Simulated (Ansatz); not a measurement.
FeO:

```
Fe O
1.0
     1.51768    0.87623    2.51579
    -1.51768    0.87623    2.51579
     0.00000   -1.75247    2.51579
Fe O
1 1
Cartesian
  0.0000 0.0000 0.0000
  0.0000 0.0000 3.7737
```

Alike in all runs: program Ansatz 0.2.0; functional PBE; potentials or basis Ansatz PAW; cutoff 420 eV (not typed: the program's choice for these potentials); k mesh 9 × 9 × 9; occupations fermi-dirac, width 0.05 eV.

Problem. Only the start or the spin constraint differs. Which run ends lowest in energy?
A. collinear spin, ferromagnetic start of up to 2.2 μB; fixed moment 2.2
B. collinear spin, ferromagnetic start of up to 0.8 μB; fixed moment 0.8
C. collinear spin, ferromagnetic start of up to 4.5 μB; fixed moment 4.5
D. collinear spin, ferromagnetic start of up to 3 μB; fixed moment 3
E. collinear spin, ferromagnetic start of up to 3.8 μB; fixed moment 3.8
F. collinear spin, ferromagnetic start of up to 1.5 μB; fixed moment 1.5

Solution. E.

```csv
start,free energy over the lowest (meV/atom),net moment (μB),site or absolute moments (μB),gap
"collinear spin, program default start; fixed moment 0",686.3,0.00,-,-
"collinear spin, ferromagnetic start of up to 6 μB; fixed moment 6",2857.2,6.00,Fe +4.23; O +0.89,-
"collinear spin, ferromagnetic start of up to 3 μB; fixed moment 3",150.0,3.00,Fe +2.73; O +0.08,-
"collinear spin, ferromagnetic start of up to 0.8 μB; fixed moment 0.8",620.4,0.80,Fe +0.75; O +0.02,-
"collinear spin, ferromagnetic start of up to 1.5 μB; fixed moment 1.5",497.8,1.50,Fe +1.42; O -0.03,-
"collinear spin, ferromagnetic start of up to 4.5 μB; fixed moment 4.5",390.2,4.50,Fe +3.65; O +0.47,-
"collinear spin, ferromagnetic start of up to 2.2 μB; fixed moment 2.2",345.8,2.20,Fe +2.07; O -0.01,-
"collinear spin, ferromagnetic start of up to 3.8 μB; fixed moment 3.8",0.0,3.80,Fe +3.32; O +0.26,-
```

All polarised runs hold their moment fixed, so the table maps the energy against it. A still lower state may exist.

Caveats: the total moment is fixed, so each spin has its own Fermi level; a cell with one magnetic atom can't hold antiferromagnetic order, which such compounds often take (some runs).
